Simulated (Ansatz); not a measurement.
Runs of Ansatz 0.2.0 on BAs. It takes space group Pm-3m (No. 221, cubic). The conventional cell has a = 2.934 Å, b = 2.934 Å, c = 2.934 Å, α = 90.00°, β = 90.00°, γ = 90.00°. Around B (site symmetry m-3m) lie 8 As at 2.54 Å. As (site symmetry m-3m) is surrounded by 8 B at 2.54 Å. The cell was built by a generator and needn't be a form met in nature.

| level | cutoff (eV) | gap on the mesh (eV) | pressure (GPa) | relaxed volume (Å³/atom) |
| --- | --- | --- | --- | --- |
| RPBE | 420 | none | 0.0 | (b) |
| revPBE | 420 | none | 0.0 | 12.85 |
| BLYP | 420 | none | 0.0 | 14.13 |
| r2SCAN | 500 | none | 0.0 | 12.62 |
| PBEsol | 420 | none | 0.0 | 12.19 |
| LDA | 420 | none | 0.0 | (a) |

Alike in all rows: task relaxation of cell and atoms; potentials or basis Ansatz PAW; no spin polarisation; cell relaxed; k mesh 9 × 9 × 9; smearing fermi-dirac 0.05 eV.

Problem. Fill in the values left out.

Solution. (a) 11.99; (b) 12.91.

Caveats: the plane-wave basis is chosen anew once the cell has moved, so the energies of steps on either side of that aren't comparable; the PAW data sets come from PBE, with cores solved anew for the run's functional, which leaves a small shift of forces and pressure.

A k mesh can miss the band edges, and the runs leave out spin-orbit coupling on As.

A gap of «none» marks a metal or a gap under the smearing width.

Runs at the PBE level aren't shown here.
